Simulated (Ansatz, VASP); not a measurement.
# One calculation of CuI, two programs

```
Cu I
1.0
     3.73317   -3.71109    0.00000
     3.73317    3.71109    0.00000
     0.00000    0.00000    4.39314
Cu I
2 2
Direct
  0.42044 0.57956 0.75000
  0.57956 0.42044 0.25000
  0.77004 0.22996 0.75000
  0.22996 0.77004 0.25000
```

Change from the starting cell: zz strain of +2 %, PAW files.

Alike in both runs: task electric field gradients; functional PBE; k mesh 5 × 5 × 6; occupations fermi-dirac, width 0.02 eV; no spin polarisation.

|  | VASP | Ansatz |
| --- | --- | --- |
| version | VASP 6.6.1 | Ansatz 0.2.0 |
| potentials or method | VASP PAW PBE potentials, release 64 (Cu, I) | PAW with Ansatz's default frozen-core files, scalar-relativistic |
| plane-wave cutoff (eV) | 520 | 420 |
| valence electrons in the cell | 36 | 72 |

```tsv
	VASP	Ansatz	Ansatz less VASP
gap on the k mesh at the Fermi level (eV)	1.05	1.03	-0.012
pressure (GPa)	0.2	0.2	-0.05
largest component of the traceless stress (GPa)	0.83	0.90	+0.066
rms of the force components (eV/Å)	0.037	0.033	-0.0034
Vzz of the field gradient on the site that differs most (V/Å²)	-409.4	-423.2	-13.74
```

Atom by atom the forces differ by 0.005 eV/Å (rms over components). The two sets of potentials don't hold the same shells in valence. Ansatz warned: «gradients_without_spin_orbit».

Caveats: spin-orbit coupling is left out, which moves the levels of the heavy elements; an odd mesh through Γ misses points on the zone boundary, where band edges often lie.
